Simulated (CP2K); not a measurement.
The system is C.

```xyz
12
Lattice="2.5221 0.0000 0.0000 -1.2611 2.1842 0.0000 0.0000 0.0000 12.3557" Properties=species:S:1:pos:R:3 pbc="T T T"
C     1.2611    0.7281    4.3760
C     0.0000    1.4561   10.5539
C     1.2611    0.7281    1.8018
C     0.0000    1.4561    7.9797
C     1.2611    0.7281    5.9205
C     0.0000    1.4561   12.0983
C     1.2611    0.7281    0.2574
C     0.0000    1.4561    6.4352
C     0.0000    0.0000   10.0390
C     0.0000    0.0000    3.8612
C     0.0000    0.0000    8.4945
C     0.0000    0.0000    2.3167
```

This is a hexagonal form of diamond, not graphite.

Program: CP2K 2026.2. Alike in all runs: task atomic charges; level PBE; no spin polarisation; cell as given; k mesh 9 × 9 × 2; smearing fermi-dirac 0.05 eV.

Question: Order these runs on this cell by their band gap on the k mesh, lowest first.
A. potentials or basis GTH_POTENTIALS C GTH-PBE-q4; SZV-MOLOPT-SR-GTH basis; basis sets C SZV-MOLOPT-SR-GTH-q4; potentials C GTH-PBE-q4 of GTH_POTENTIALS; ADDED_MOS [24]
B. potentials or basis POTENTIAL_UZH C GTH-PBE-q4; ccGRB-D basis; basis sets C ccGRB-D-q4; potentials C GTH-PBE-q4 of POTENTIAL_UZH; ADDED_MOS [30]
C. potentials or basis GTH_POTENTIALS C GTH-PBE-q4; DZVP-MOLOPT-SR-GTH basis; basis sets C DZVP-MOLOPT-SR-GTH-q4; potentials C GTH-PBE-q4 of GTH_POTENTIALS; ADDED_MOS [30]

Answer: C (4.53 eV), B (4.71 eV), A (6.28 eV).

Caveats: an odd mesh through Γ misses points on the zone boundary, where band edges often lie; the basis of atomic orbitals isn't converged, which shifts pressures, moduli and gaps; a minimal basis gives rough bond lengths, pressures and levels (some runs).
